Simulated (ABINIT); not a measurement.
Crystal: HfB2.

```
Hf B
1.0
     3.14000    0.00000    0.00000
    -1.57000    2.71932    0.00000
     0.00000    0.00000    3.48000
Hf B
1 2
Direct
  0.00000 0.00000 0.00000
  0.66667 0.33333 0.50000
  0.33333 0.66667 0.50000
```

Base run:

* Program: ABINIT 10.8.3 (patched build)
* Functional: PBEsol
* Potentials or basis: PseudoDojo NC SR PBEsol v0.4.1 standard
* Cutoff: 925 eV
* k mesh: 8 × 8 × 6
* Occupations: fermi-dirac, width 0.05 eV
* Spin: no spin polarisation

Its results: band gap on the k mesh none (metal or under the smearing width); pressure -3.8 GPa.

Question: The run is repeated on the same cell with these changes: functional from PBEsol to PBE; potentials or basis from PseudoDojo NC SR PBEsol v0.4.1 standard to PseudoDojo NC SR PBE v0.4.1 standard; cutoff from 925 eV to 762 eV. What comes out?

Answer: Band gap on the k mesh none (metal or under the smearing width); pressure 0.8 GPa.
